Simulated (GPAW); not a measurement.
Wanted: an ASE script for a GPAW 26.7.0 run.

```
Task                : equation of state
Functional          : BP86
Dispersion          : D3
Potentials or basis : PAW data sets generated in the run's folder for this functional
Cutoff              : 800 eV
Basis               : pw
k mesh              : 10 × 10 × 10
Occupations         : fermi-dirac, width 0.05 eV
Spin                : no spin polarisation
Maxiter             : 150
Eos scales          : [0.94, 0.96, 0.98, 1.0, 1.02, 1.04, 1.06]
```

The structure of AlN lies in AlN.cif:

```cif
data_AlN
_cell_length_a 4.36798712
_cell_length_b 4.36798712
_cell_length_c 4.36798712
_cell_angle_alpha 90.00000000
_cell_angle_beta 90.00000000
_cell_angle_gamma 90.00000000
_space_group_name_H-M_alt 'F-43m'
_space_group_name_Hall 'F -4 2 3'
_space_group_IT_number 216
loop_
_space_group_symop_operation_xyz
'x,y,z'
'y,-x,-z'
'-x,-y,z'
'-y,x,-z'
'x,-y,-z'
'y,x,z'
'-x,y,-z'
'-y,-x,z'
'z,x,y'
'-z,y,-x'
'z,-x,-y'
'-z,-y,x'
'-z,x,-y'
'z,y,x'
'-z,-x,y'
'z,-y,-x'
'y,z,x'
'-x,-z,y'
'-y,z,-x'
'x,-z,-y'
'-y,-z,x'
'x,z,y'
'y,-z,-x'
'-x,z,-y'
'x,y+1/2,z+1/2'
'y,-x+1/2,-z+1/2'
'-x,-y+1/2,z+1/2'
'-y,x+1/2,-z+1/2'
'x,-y+1/2,-z+1/2'
'y,x+1/2,z+1/2'
'-x,y+1/2,-z+1/2'
'-y,-x+1/2,z+1/2'
'z,x+1/2,y+1/2'
'-z,y+1/2,-x+1/2'
'z,-x+1/2,-y+1/2'
'-z,-y+1/2,x+1/2'
'-z,x+1/2,-y+1/2'
'z,y+1/2,x+1/2'
'-z,-x+1/2,y+1/2'
'z,-y+1/2,-x+1/2'
'y,z+1/2,x+1/2'
'-x,-z+1/2,y+1/2'
'-y,z+1/2,-x+1/2'
'x,-z+1/2,-y+1/2'
'-y,-z+1/2,x+1/2'
'x,z+1/2,y+1/2'
'y,-z+1/2,-x+1/2'
'-x,z+1/2,-y+1/2'
'x+1/2,y,z+1/2'
'y+1/2,-x,-z+1/2'
'-x+1/2,-y,z+1/2'
'-y+1/2,x,-z+1/2'
'x+1/2,-y,-z+1/2'
'y+1/2,x,z+1/2'
'-x+1/2,y,-z+1/2'
'-y+1/2,-x,z+1/2'
'z+1/2,x,y+1/2'
'-z+1/2,y,-x+1/2'
'z+1/2,-x,-y+1/2'
'-z+1/2,-y,x+1/2'
'-z+1/2,x,-y+1/2'
'z+1/2,y,x+1/2'
'-z+1/2,-x,y+1/2'
'z+1/2,-y,-x+1/2'
'y+1/2,z,x+1/2'
'-x+1/2,-z,y+1/2'
'-y+1/2,z,-x+1/2'
'x+1/2,-z,-y+1/2'
'-y+1/2,-z,x+1/2'
'x+1/2,z,y+1/2'
'y+1/2,-z,-x+1/2'
'-x+1/2,z,-y+1/2'
'x+1/2,y+1/2,z'
'y+1/2,-x+1/2,-z'
'-x+1/2,-y+1/2,z'
'-y+1/2,x+1/2,-z'
'x+1/2,-y+1/2,-z'
'y+1/2,x+1/2,z'
'-x+1/2,y+1/2,-z'
'-y+1/2,-x+1/2,z'
'z+1/2,x+1/2,y'
'-z+1/2,y+1/2,-x'
'z+1/2,-x+1/2,-y'
'-z+1/2,-y+1/2,x'
'-z+1/2,x+1/2,-y'
'z+1/2,y+1/2,x'
'-z+1/2,-x+1/2,y'
'z+1/2,-y+1/2,-x'
'y+1/2,z+1/2,x'
'-x+1/2,-z+1/2,y'
'-y+1/2,z+1/2,-x'
'x+1/2,-z+1/2,-y'
'-y+1/2,-z+1/2,x'
'x+1/2,z+1/2,y'
'y+1/2,-z+1/2,-x'
'-x+1/2,z+1/2,-y'
loop_
_atom_site_label
_atom_site_type_symbol
_atom_site_symmetry_multiplicity
_atom_site_Wyckoff_symbol
_atom_site_fract_x
_atom_site_fract_y
_atom_site_fract_z
_atom_site_occupancy
Al1 Al 4 a 0.0000000000 0.0000000000 0.0000000000 1
N1 N 4 d 0.2500000000 0.2500000000 0.7500000000 1
```

Measurements of this composition are mostly on another form, of space group No. 186.

These files were run (other wordings do the same):

run.py

```python
import spglib
from ase import Atoms
from ase.calculators.mixing import SumCalculator
from ase.eos import EquationOfState
from ase.io import Trajectory, read
from ase.units import GPa
from dftd3.ase import DFTD3
from gpaw import GPAW, PW, setup_paths

setup_paths.insert(0, '.')

atoms = read('AlN.cif')
cell, positions, numbers = spglib.find_primitive(
    (atoms.cell[:], atoms.get_scaled_positions(), atoms.numbers), symprec=1e-4)
atoms = Atoms(numbers, cell=cell, scaled_positions=positions, pbc=True)

traj = Trajectory('eos.traj', 'w')
volumes, energies = [], []
for x in [0.94, 0.96, 0.98, 1.0, 1.02, 1.04, 1.06]:
    a = atoms.copy()
    a.set_cell(atoms.cell * x**(1 / 3), scale_atoms=True)
    calc = GPAW(mode=PW(800),
                xc='GGA_X_B88+GGA_C_P86',
                kpts={'size': (10, 10, 10), 'gamma': True},
                occupations={'name': 'fermi-dirac', 'width': 0.05},
                nbands=11,
                convergence={'density': 1e-05, 'energy': 1e-05},
                maxiter=150,
                txt=f'eos-{x:.2f}.txt')
    a.calc = SumCalculator([calc, DFTD3(method='bp', damping='d3zero')])
    energies.append(a.get_potential_energy())
    volumes.append(a.get_volume())
    p = -a.get_stress()[:3].mean() / GPa
    calc.write(f'eos-{x:.2f}.gpw')
    traj.write(a)
    print(f'{x:.2f} {volumes[-1]:10.4f} A^3 {energies[-1]:14.6f} eV {p:9.3f} GPa', flush=True)

v0, e0, B = EquationOfState(volumes, energies, eos='birchmurnaghan').fit()
print(f'V0 = {v0:.4f} A^3, E0 = {e0:.6f} eV, B0 = {B / GPa:.2f} GPa')
```

Potentials or basis: PAW data sets generated in the run's folder for this functional, pw.

Launch:

```sh
$ gpaw-setup -f GGA_X_B88+GGA_C_P86 Al N
$ OMP_NUM_THREADS=1 python run.py
```

It gave:

The equilibrium volume is 10.48 Å³/atom. The bulk modulus is 209 GPa. The pressure derivative of the bulk modulus is 4.1 (rough: it moves with the points fitted).

Wall time 69 s on 1 thread of AMD EPYC 7B13 (Zen 3) (shared host), peak memory 0.24 GiB.
